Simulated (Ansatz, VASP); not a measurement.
Two plane-wave programs on AlRu

Contents of INCAR:

```
  PREC = Accurate
  ENCUT = 520
  EDIFF = 1E-6
  ISMEAR = 0
  SIGMA = 0.15
  LREAL = False
  LASPH = True
  NELM = 100
  ALGO = Fast
  ISIF = 2
  LWAVE = False
  LCHARG = False
  GGA = PE
  NBANDS = 16
```

Contents of KPOINTS:

```
regular mesh
0
Gamma
  16 16 16
```

The input POSCAR:

```
AlRu
1.0
    3.0813480000      0.0000000000      0.0000000000
    0.0000000000      2.9916000000      0.0000000000
    0.0000000000      0.0000000000      2.9916000000
Al Ru
1 1
Direct
    0.0000000000      0.0000000000      0.0000000000
    0.5000000000      0.5000000000      0.5000000000
```

Input for Ansatz:

```yaml
crystal:
  lattice:
    - [3.081348, 0.0, 0.0]
    - [0.0, 2.9916, 0.0]
    - [0.0, 0.0, 2.9916]
  atoms:
    - { symbol: Al, position: [0.0, 0.0, 0.0] }
    - { symbol: Ru, position: [0.5, 0.5, 0.5] }
basis:
  ecutwfc: 420
kpoints:
  mp_grid: { grid: [16, 16, 16] }
hamiltonian:
  xc: pbe
scf:
  occupations: { method: gaussian, width: 0.15 }
output:
  forces: true
  stress: true
  eigenvalues: true
```

Change from the starting cell: strain +0.0300 x Voigt [1, 0, 0, 0, 0, 0], atoms carried along.

Alike in both runs: task single point; functional PBE; k mesh 16 × 16 × 16; occupations gaussian, width 0.15 eV; no spin polarisation.

|  | VASP | Ansatz |
| --- | --- | --- |
| version | VASP 6.6.1 | Ansatz 0.2.0 |
| potentials or method | VASP PAW PBE potentials, release 64 (Al, Ru_pv) | scalar-relativistic, plane waves, PAW |
| plane-wave cutoff (eV) | 520 | 420 |
| valence electrons in the cell | 17 | 19 |

```csv
,VASP,Ansatz,Ansatz less VASP
gap on the k mesh at the Fermi level (eV),none,none,-
pressure (GPa),-3.3,-3.2,+0.06
largest component of the traceless stress (GPa),3.06,3.04,-0.013
```

A gap of «none» marks a metal or a gap that the smearing closes. The functional is the same, so the differences come from potentials, cutoffs and numerics. The two sets of potentials don't hold the same shells in valence.
